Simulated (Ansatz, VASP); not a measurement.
# Two plane-wave programs on C

```
C
1.0
     0.00000    1.78337    1.78337
     1.78337    0.00000    1.78337
     1.78337    1.78337    0.00000
C
2
Cartesian
  2.6751 2.6751 2.6751
  1.7834 1.7834 1.7834
```

This isn't the form of C at room conditions, which is graphite.

Alike in both runs: task single point; functional PBE; k mesh 17 × 17 × 17; occupations fermi-dirac, width 0.05 eV; no spin polarisation.

|  | VASP | Ansatz |
| --- | --- | --- |
| version | VASP 6.6.1 | Ansatz 0.2.0 |
| potentials or method | VASP PAW PBE potentials, release 64 (C) | Ansatz PAW |
| plane-wave cutoff (eV) | 520 | 420 |
| valence electrons in the cell | 8 | 8 |

|  | VASP | Ansatz | Ansatz less VASP |
| --- | --- | --- | --- |
| gap on the k mesh at the Fermi level (eV) | 4.13 | 4.14 | +0.008 |
| least direct gap on the mesh (eV) | 5.59 | 5.59 | +0.004 |
| pressure (GPa) | 2.5 | 1.8 | -0.68 |

With one functional, cell and mesh, what is left measures potentials, basis and numerics.

Caveats: an odd mesh through Γ misses points on the zone boundary, where band edges often lie (VASP); odd divisions of the mesh miss points on the zone boundary, where band edges often lie, so the gap on the mesh can be too wide (Ansatz); the pressure holds a Pulay correction of +1.0 GPa for the finite cutoff (Ansatz).
